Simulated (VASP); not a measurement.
# LiCl (Fm-3m) in VASP: further runs

Aim: see how the results for LiCl move with the level of theory and the settings. Levels: HSE06, LDA. Tasks: single point.

Everything below comes from runs of VASP 6.6.1. Logs are shortened: lines on timing, memory, paths and dates and some standing lists are left out, and cuts for length are marked.

## (1) The structure

The structure is cubic, space group Fm-3m (No. 225). Conventional cell: a = 5.130 Å, b = 5.130 Å, c = 5.130 Å, α = 90.00°, β = 90.00°, γ = 90.00°. Cl (site symmetry m-3m) is surrounded by 6 Li at 2.56 Å. Around Li (site symmetry m-3m) lie 6 Cl at 2.56 Å.

## (2) Single point, HSE06

The input, run.py:

```python
from ase.calculators.vasp import Vasp
from ase.dft.bandgap import bandgap
from ase.io import read

atoms = read('LiCl.cif', primitive_cell=True, subtrans_included=False)
calc = Vasp(
    directory='calc',
    xc='hse06',
    pp='PBE',
    setups='recommended',
    prec='Accurate',
    encut=520,
    ediff=1e-06,
    ismear=-1,
    sigma=0.05,
    lreal=False,
    lasph=True,
    nelm=100,
    algo='All',
    isif=2,
    lwave=False,
    lcharg=False,
    precfock='Normal',
    kpts=[1, 1, 1],
    gamma=True,
)
atoms.calc = calc

print('energy (eV):', atoms.get_potential_energy())
print('free energy (eV):', atoms.get_potential_energy(force_consistent=True))
print('forces (eV/A):')
print(atoms.get_forces())
print('stress (eV/A^3, Voigt):', atoms.get_stress())
print('Fermi level (eV):', calc.get_fermi_level())
gap, top, bottom = bandgap(calc)
print('band gap (eV):', gap, 'from (spin, k, band)', top, 'to', bottom)
```

The input, LiCl.cif:

```cif
data_LiCl
_cell_length_a 5.12954000
_cell_length_b 5.12954000
_cell_length_c 5.12954000
_cell_angle_alpha 90.00000000
_cell_angle_beta 90.00000000
_cell_angle_gamma 90.00000000
_space_group_name_H-M_alt 'Fm-3m'
_space_group_name_Hall '-F 4 2 3'
_space_group_IT_number 225
loop_
_space_group_symop_operation_xyz
'x,y,z'
'-x,-y,-z'
'-y,x,z'
'y,-x,-z'
'-x,-y,z'
'x,y,-z'
'y,-x,z'
'-y,x,-z'
'x,-y,-z'
'-x,y,z'
'-y,-x,-z'
'y,x,z'
'-x,y,-z'
'x,-y,z'
'y,x,-z'
'-y,-x,z'
'z,x,y'
'-z,-x,-y'
'z,-y,x'
'-z,y,-x'
'z,-x,-y'
'-z,x,y'
'z,y,-x'
'-z,-y,x'
'-z,x,-y'
'z,-x,y'
'-z,-y,-x'
'z,y,x'
'-z,-x,y'
'z,x,-y'
'-z,y,x'
'z,-y,-x'
'y,z,x'
'-y,-z,-x'
'x,z,-y'
'-x,-z,y'
'-y,z,-x'
'y,-z,x'
'-x,z,y'
'x,-z,-y'
'-y,-z,x'
'y,z,-x'
'-x,-z,-y'
'x,z,y'
'y,-z,-x'
'-y,z,x'
'x,-z,y'
'-x,z,-y'
'x,y+1/2,z+1/2'
'-x,-y+1/2,-z+1/2'
'-y,x+1/2,z+1/2'
[... 62 lines left out ...]
'-z+1/2,-x,-y+1/2'
'z+1/2,-y,x+1/2'
'-z+1/2,y,-x+1/2'
'z+1/2,-x,-y+1/2'
'-z+1/2,x,y+1/2'
'z+1/2,y,-x+1/2'
'-z+1/2,-y,x+1/2'
'-z+1/2,x,-y+1/2'
'z+1/2,-x,y+1/2'
'-z+1/2,-y,-x+1/2'
'z+1/2,y,x+1/2'
'-z+1/2,-x,y+1/2'
'z+1/2,x,-y+1/2'
'-z+1/2,y,x+1/2'
'z+1/2,-y,-x+1/2'
'y+1/2,z,x+1/2'
'-y+1/2,-z,-x+1/2'
'x+1/2,z,-y+1/2'
'-x+1/2,-z,y+1/2'
'-y+1/2,z,-x+1/2'
'y+1/2,-z,x+1/2'
'-x+1/2,z,y+1/2'
'x+1/2,-z,-y+1/2'
'-y+1/2,-z,x+1/2'
'y+1/2,z,-x+1/2'
'-x+1/2,-z,-y+1/2'
'x+1/2,z,y+1/2'
'y+1/2,-z,-x+1/2'
'-y+1/2,z,x+1/2'
'x+1/2,-z,y+1/2'
'-x+1/2,z,-y+1/2'
'x+1/2,y+1/2,z'
'-x+1/2,-y+1/2,-z'
'-y+1/2,x+1/2,z'
'y+1/2,-x+1/2,-z'
'-x+1/2,-y+1/2,z'
'x+1/2,y+1/2,-z'
'y+1/2,-x+1/2,z'
'-y+1/2,x+1/2,-z'
'x+1/2,-y+1/2,-z'
'-x+1/2,y+1/2,z'
'-y+1/2,-x+1/2,-z'
'y+1/2,x+1/2,z'
'-x+1/2,y+1/2,-z'
'x+1/2,-y+1/2,z'
'y+1/2,x+1/2,-z'
'-y+1/2,-x+1/2,z'
'z+1/2,x+1/2,y'
'-z+1/2,-x+1/2,-y'
'z+1/2,-y+1/2,x'
'-z+1/2,y+1/2,-x'
'z+1/2,-x+1/2,-y'
'-z+1/2,x+1/2,y'
'z+1/2,y+1/2,-x'
'-z+1/2,-y+1/2,x'
'-z+1/2,x+1/2,-y'
'z+1/2,-x+1/2,y'
'-z+1/2,-y+1/2,-x'
'z+1/2,y+1/2,x'
'-z+1/2,-x+1/2,y'
'z+1/2,x+1/2,-y'
'-z+1/2,y+1/2,x'
'z+1/2,-y+1/2,-x'
'y+1/2,z+1/2,x'
'-y+1/2,-z+1/2,-x'
'x+1/2,z+1/2,-y'
'-x+1/2,-z+1/2,y'
'-y+1/2,z+1/2,-x'
'y+1/2,-z+1/2,x'
'-x+1/2,z+1/2,y'
'x+1/2,-z+1/2,-y'
'-y+1/2,-z+1/2,x'
'y+1/2,z+1/2,-x'
'-x+1/2,-z+1/2,-y'
'x+1/2,z+1/2,y'
'y+1/2,-z+1/2,-x'
'-y+1/2,z+1/2,x'
'x+1/2,-z+1/2,y'
'-x+1/2,z+1/2,-y'
loop_
_atom_site_label
_atom_site_type_symbol
_atom_site_symmetry_multiplicity
_atom_site_Wyckoff_symbol
_atom_site_fract_x
_atom_site_fract_y
_atom_site_fract_z
_atom_site_occupancy
Cl1 Cl 4 b 0.5000000000 0.0000000000 0.0000000000 1
Li1 Li 4 a 0.0000000000 0.0000000000 0.0000000000 1
```

Potentials or basis: VASP PAW PBE potentials, release 64 (Cl, Li_sv).

Started as:

```
$ python run.py
```

Log:

```text
energy (eV): -2.59107557
free energy (eV): -2.59107557
forces (eV/A):
[[ 0. -0.  0.]
 [-0.  0. -0.]]
stress (eV/A^3, Voigt): [-0.26625845 -0.26625845 -0.26625845 -0.          0.         -0.        ]
Fermi level (eV): 1.82564625
band gap (eV): 7.9378 from (spin, k, band) (0, np.int64(0), np.int64(4)) to (0, np.int64(0), np.int64(5))
```

OUTCAR:

```text
ENCUT = 520.000000
   HFSCREEN = 0.200000
   EDIFF = 1.00e-06
   GGA = PE
   PREC = Accurate
   PRECFOCK = Normal
   ISIF = 2
   ISMEAR = -1
   NELM = 100
   LASPH = .TRUE.
   LHFCALC = .TRUE.
   LREAL = .FALSE.

 ion  position               nearest neighbor table
   1  0.500  0.500  0.500-   2 2.56   2 2.56   2 2.56   2 2.56   2 2.56   2 2.56
   2  0.000  0.000  0.000-   1 2.56   1 2.56   1 2.56   1 2.56   1 2.56   1 2.56

  LATTYP: Found a face centered cubic cell.
 ALAT       =     5.1295400000

  Lattice vectors:

 A1 = (   0.0000000000,   2.5647700000,   2.5647700000)
 A2 = (   2.5647700000,   0.0000000000,   2.5647700000)
 A3 = (   2.5647700000,   2.5647700000,   0.0000000000)

Analysis of symmetry for initial positions (statically):
=====================================================================
 Subroutine PRICEL returns:
 Original cell was already a primitive cell.

 Routine SETGRP: Setting up the symmetry group for a
 face centered cubic supercell.

 Subroutine GETGRP returns: Found 48 space group operations
 (whereof 48 operations were pure point group operations)
 out of a pool of 48 trial point group operations.

The static configuration has the point symmetry O_h .

Analysis of symmetry for dynamics (positions and initial velocities):
=====================================================================
 Subroutine PRICEL returns:
 Original cell was already a primitive cell.

 Routine SETGRP: Setting up the symmetry group for a
 face centered cubic supercell.

 Subroutine GETGRP returns: Found 48 space group operations
 (whereof 48 operations were pure point group operations)
 out of a pool of 48 trial point group operations.

The dynamic configuration has the point symmetry O_h .

 Subroutine INISYM returns: Found 48 space group operations
 (whereof 48 operations are pure point group operations),
 and found     1 'primitive' translations

----------------------------------------------------------------------------------------

                                     Primitive cell

  volume of cell :      33.7423

  direct lattice vectors                    reciprocal lattice vectors
     0.000000000  2.564770000  2.564770000    -0.194949255  0.194949255  0.194949255
     2.564770000  0.000000000  2.564770000     0.194949255 -0.194949255  0.194949255
     2.564770000  2.564770000  0.000000000     0.194949255  0.194949255 -0.194949255

  length of vectors
     3.627132518  3.627132518  3.627132518     0.337662014  0.337662014  0.337662014

[... 64 lines left out ...]
   POTIM  = 0.5000    time-step for ionic-motion
   TEBEG  =    0.0;   TEEND  =   0.0 temperature during run
   PSTRESS=    0.0 pullay stress
   NELECT =      10.0000    total number of electrons
   NUPDOWN=      -1.0000    fix difference up-down
   EMIN   =  10.00;   EMAX   =-10.00  energy-range for DOS
   EFERMI =   0.00;   METHOD = LEGACY
   ISMEAR =    -1;   SIGMA  =   0.05  broadening in eV -4-tet -1-fermi 0-gaus
   EFERMI_NEDOS =   21; number of points for ismear=-14 and -15
   IALGO  =     58    algorithm
   IMIX   =      4    mixing-type and parameters
     AMIX     =   0.40;   BMIX     =  1.00
     AMIX_MAG =   1.60;   BMIX_MAG =  1.00
  volume/ion in A,a.u.               =      16.87       113.85
  Fermi-wavevector in a.u.,A,eV,Ry     =   1.091482  2.062601 16.209056  1.191332
  Thomas-Fermi vector in A             =   2.227728
   LORBIT       =      0    0 simple, 1 ext, 2 COOP (PROOUT), +10 PAW based schemes
   GGA     = PE    functional components
   LHFCALC =     T    Hartree Fock is set to
   PRECFOCK=normal    Normal, Fast or Accurate (Low or Medium for compatibility)
   ENCUT4O =  -1.0   cutoff for four orbital integrals eV
   NKREDX  =     1    reduce k-point grid by
   NKREDY  =     1    reduce k-point grid by
   NKREDZ  =     1    reduce k-point grid by
   AEXX    =    0.2500 exact exchange contribution
   HFSCREEN=    0.2000 screening length (either q_TF or 0.3 A-1)
   HFSCREENC=   0.2000 screening length for correlation (either q_TF or 0.3 A-1)
   ENCUTFOCK=  -1.0 apply spherical cutoff to Coloumb kernel
   IVDW    =     0    specifies the selected vdW correction
   LEPSILON=     F    determine dielectric tensor
   LRPA    =     F    only Hartree local field effects (RPA)
 non-spin polarized calculation
  energy-cutoff  :      520.00
  volume of cell :       33.74
 maximum number of plane-waves:       893
 NGX is ok and might be reduce to    28
  NGX = 24; NGY = 24; NGZ = 24
   NGX = 13   NGY = 13   NGZ = 13

 number of electron      10.0000005 magnetization

 Free energy of the ion-electron system (eV)
  ---------------------------------------------------
  ext. energy  EPLUGINS =         0.00000000
  ---------------------------------------------------
  free energy    TOTEN  =        -2.59107557 eV

  energy without entropy =       -2.59107557  energy(sigma->0) =       -2.59107557

 E-fermi :   1.8255     XC(G=0):  -6.7528

 val. band max:        0.5154845506   @ k =   0.0000   0.0000   0.0000
 cond. band min:       8.4532753608   @ k =   0.0000   0.0000   0.0000
 fundamental gap:      7.9377908102
 Fermi energy:         1.8255252181

 k-point     1 :       0.0000    0.0000    0.0000
  band No.  band energies     occupation
      1     -47.2252      2.00000
      2     -13.4684      2.00000
      3       0.5155      2.00000
      4       0.5155      2.00000
      5       0.5155      2.00000
      6       8.4533      0.00000
      7      14.0329      0.00000
      8      14.0329      0.00000
      9      14.0329      0.00000

------------------------ aborting loop because EDIFF is reached ----------------------------------------

  FORCE on cell =-STRESS in cart. coord.  units (eV):
  Direction    XX          YY          ZZ          XY          YZ          ZX
  --------------------------------------------------------------------------------------
  -------------------------------------------------------------------------------------
  Total        8.9841808      8.9841808      8.9841808     -0.0000000     -0.0000000     -0.0000000
  in kB      426.5930679    426.5930679    426.5930679     -0.0000000     -0.0000000     -0.0000000
  external PRESSURE =     426.5930679 kB  Pullay stress =       0.0000000 kB

 VOLUME and BASIS-vectors are now :
 -----------------------------------------------------------------------------
  energy-cutoff  :      520.00
  volume of cell :       33.74
      direct lattice vectors                 reciprocal lattice vectors
     0.000000000  2.564770000  2.564770000    -0.194949255  0.194949255  0.194949255
     2.564770000  0.000000000  2.564770000     0.194949255 -0.194949255  0.194949255
     2.564770000  2.564770000  0.000000000     0.194949255  0.194949255 -0.194949255

 POSITION                                       TOTAL-FORCE (eV/Angst)
 -----------------------------------------------------------------------------------
      2.56477      2.56477      2.56477         0.000000     -0.000000      0.000000
      0.00000      0.00000      0.00000        -0.000000      0.000000     -0.000000
 -----------------------------------------------------------------------------------
    total drift:                               -0.000128      0.000199      0.000192

  FREE ENERGIE OF THE ION-ELECTRON SYSTEM (eV)
  ---------------------------------------------------
  free  energy   TOTEN  =        -2.5910755724 eV

  energy  without entropy=       -2.5910755724  energy(sigma->0) =       -2.59107557
```

INCAR:

```text
ENCUT = 520.000000
HFSCREEN = 0.200000
SIGMA = 0.050000
EDIFF = 1.00e-06
ALGO = All
GGA = PE
PREC = Accurate
PRECFOCK = Normal
ISIF = 2
ISMEAR = -1
NELM = 100
LASPH = .TRUE.
LCHARG = .FALSE.
LHFCALC = .TRUE.
LWAVE = .FALSE.
LREAL = .FALSE.
```

It took 11 s on 1 thread of AMD EPYC 9R45 (Zen 5), shared host; peak memory 0.21 GiB.

These settings aren't checked as converged (typed here: ALGO = All; k = 1 × 1 × 1): the numbers below hold their error.

What came out:

- Free energy: -2.5911 eV
- Band gap on the k mesh: 7.94 eV, direct

Caveat: the k mesh is coarse (spacing up to 2.12 Å⁻¹), so the values aren't converged, least of all with exact exchange; the cutoff is under 1.25 times the usual one of these potentials, so pressure, stress and relaxed cells hold a basis-set (Pulay) error; a pressure of tens of GPa on the cell as given is suspect, and the run, the potentials or the cell itself is likely at fault; the PAW data sets were made with another functional, which shifts forces and pressure a little; an odd mesh through Γ misses points on the zone boundary, where band edges often lie.

## (3) Single point, LDA

The input, INCAR:

```
SYSTEM = LiCl
ALGO = Fast
EDIFF = 1E-6
ENCUT = 520
GGA = CA
ISIF = 2
ISMEAR = 0
LASPH = .TRUE.
LCHARG = .FALSE.
LREAL = .FALSE.
LWAVE = .FALSE.
NELM = 100
PREC = Accurate
SIGMA = 0.1
```

The input, KPOINTS:

```
k-points
0
G
  9 9 9
  0 0 0
```

The input, POSCAR:

```
LiCl
3.6271
    0.000000000000      0.707113120675      0.707113120675
    0.707113120675      0.000000000000      0.707113120675
    0.707113120675      0.707113120675      0.000000000000
Cl Li
1 1
Direct
    0.5000000000      0.5000000000      0.5000000000
    0.0000000000      0.0000000000      0.0000000000
```

Potentials or basis: VASP PAW LDA potentials, release 64 (Cl, Li_sv).

Started as:

```
$ cat potpaw_LDA.64/Cl/POTCAR potpaw_LDA.64/Li_sv/POTCAR > POTCAR
$ mpirun -np 1 vasp_std > vasp.out
```

OUTCAR:

```text
SYSTEM = LiCl
   EDIFF = 1E-6
   ENCUT = 520
   GGA = CA
   ISIF = 2
   ISMEAR = 0
   LASPH = .TRUE.
   LREAL = .FALSE.
   NELM = 100
   PREC = Accurate

 ion  position               nearest neighbor table
   1  0.500  0.500  0.500-   2 2.56   2 2.56   2 2.56   2 2.56   2 2.56   2 2.56
   2  0.000  0.000  0.000-   1 2.56   1 2.56   1 2.56   1 2.56   1 2.56   1 2.56

  LATTYP: Found a face centered cubic cell.
 ALAT       =     5.1295400000

  Lattice vectors:

[... 478 lines left out ...]

  FORCE on cell =-STRESS in cart. coord.  units (eV):
  Direction    XX          YY          ZZ          XY          YZ          ZX
  --------------------------------------------------------------------------------------
  -------------------------------------------------------------------------------------
  Total       -0.6970437     -0.6970437     -0.6970437     -0.0000000      0.0000000     -0.0000000
  in kB      -33.0975085    -33.0975085    -33.0975085     -0.0000000      0.0000000     -0.0000000
  external PRESSURE =     -33.0975085 kB  Pullay stress =       0.0000000 kB

 VOLUME and BASIS-vectors are now :
 -----------------------------------------------------------------------------
  energy-cutoff  :      520.00
  volume of cell :       33.74
      direct lattice vectors                 reciprocal lattice vectors
     0.000000000  2.564770000  2.564770000    -0.194949255  0.194949255  0.194949255
     2.564770000  0.000000000  2.564770000     0.194949255 -0.194949255  0.194949255
     2.564770000  2.564770000  0.000000000     0.194949255  0.194949255 -0.194949255

 POSITION                                       TOTAL-FORCE (eV/Angst)
 -----------------------------------------------------------------------------------
      2.56477      2.56477      2.56477         0.000000      0.000000     -0.000000
      0.00000      0.00000      0.00000        -0.000000     -0.000000      0.000000
 -----------------------------------------------------------------------------------
    total drift:                                0.000000      0.000000      0.000000

  FREE ENERGIE OF THE ION-ELECTRON SYSTEM (eV)
  ---------------------------------------------------
  free  energy   TOTEN  =        -8.0620350142 eV

  energy  without entropy=       -8.0620350142  energy(sigma->0) =       -8.06203501
```

stdout:

```text
POSCAR found type information on POSCAR ClLi
 POSCAR found :  2 types and       2 ions
 scaLAPACK will be used
 LDA part: xc-table for (Slater(with rela. corr.)+CA(PZ))
 , standard interpolation
 POSCAR, INCAR and KPOINTS ok, starting setup
 FFT: planning ... GRIDC
 FFT: planning ... GRID_SOFT
 FFT: planning ... GRID
 WAVECAR not read
 entering main loop
```

It took 12 s on 1 thread of Intel Xeon Platinum 8488C (Sapphire Rapids), shared host; peak memory 0.13 GiB.

What came out:

```
Free energy            : -8.0620 eV
Band gap on the k mesh : 6.00 eV, direct
```

Caveat: the cutoff is under 1.25 times the usual one of these potentials, so pressure, stress and relaxed cells hold a basis-set (Pulay) error; an odd mesh through Γ misses points on the zone boundary, where band edges often lie.

## (4) For comparison

An earlier run on the cell as given: functional PBE; potentials or basis VASP PAW PBE potentials, release 64 (Cl, Li_sv); cutoff 520 eV; k mesh 9 × 9 × 9; occupations fermi-dirac, width 0.05 eV; no spin polarisation.

- Band gap on the k mesh: 6.34 eV, direct
